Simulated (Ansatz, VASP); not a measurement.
# Si in VASP and in Ansatz

File INCAR:

```
SYSTEM = Si
ALGO = Normal ; EDIFF = 1E-7
ENCUT = 520 ; GGA = CA
ISIF = 2 ; ISMEAR = 0
LASPH = .True. ; LCHARG = .False.
LREAL = .False. ; LWAVE = .False.
NBANDS = 21 ; NELM = 80
PREC = Accurate ; SIGMA = 0.05
```

Contents of KPOINTS:

```
k-points
0
Gamma
  8 8 3
  0 0 0
```

Contents of POSCAR:

```
Si
1.0
    2.7154700000     -2.7154700000      0.0000000000
    2.7154700000      0.0000000000     -2.7154700000
    5.4309400000      5.4309400000      5.4309400000
Si
6
Direct
    0.6666666667      0.6666666667      0.8333333333
    1.0000000000      0.0000000000      0.5000000000
    0.3333333333      0.3333333333      0.1666666667
    0.6666666667      0.6666666667      0.0833333333
    1.0000000000      1.0000000000      0.7500000000
    0.3333333333      0.3333333333      0.4166666667
```

Input for Ansatz:

```yaml
crystal:
  lattice:
    - [2.71547, -2.71547, 0.0]
    - [2.71547, 0.0, -2.71547]
    - [5.43094, 5.43094, 5.43094]
  atoms:
    - { symbol: Si, position: [0.6666666667, 0.6666666667, 0.8333333333] }
    - { symbol: Si, position: [1.0, 0.0, 0.5] }
    - { symbol: Si, position: [0.3333333333, 0.3333333333, 0.1666666667] }
    - { symbol: Si, position: [0.6666666667, 0.6666666667, 0.0833333333] }
    - { symbol: Si, position: [1.0, 1.0, 0.75] }
    - { symbol: Si, position: [0.3333333333, 0.3333333333, 0.4166666667] }
basis:
  ecutwfc: 420
kpoints:
  mp_grid: { grid: [8, 8, 3] }
hamiltonian:
  xc: lda
scf:
  occupations: { method: gaussian, width: 0.05 }
output:
  forces: true
  stress: true
  eigenvalues: true
```

Alike in both runs: task single point; functional LDA; k mesh 8 × 8 × 3; occupations gaussian, width 0.05 eV; no spin polarisation.

|  | VASP | Ansatz |
| --- | --- | --- |
| version | VASP 6.6.1 | Ansatz 0.2.0 |
| potentials or method | VASP PAW LDA potentials, release 64 (Si) | scalar-relativistic, plane waves, PAW |
| plane-wave cutoff (eV) | 520 | 420 |
| valence electrons in the cell | 24 | 24 |

|  | VASP | Ansatz | Ansatz less VASP |
| --- | --- | --- | --- |
| gap on the k mesh at the Fermi level (eV) | 0.59 | 0.59 | +0.001 |
| least direct gap on the mesh (eV) | 1.65 | 1.65 | -0.005 |
| pressure (GPa) | -1.5 | -1.5 | -0.04 |

Caveats: an odd mesh through Γ misses points on the zone boundary, where band edges often lie.
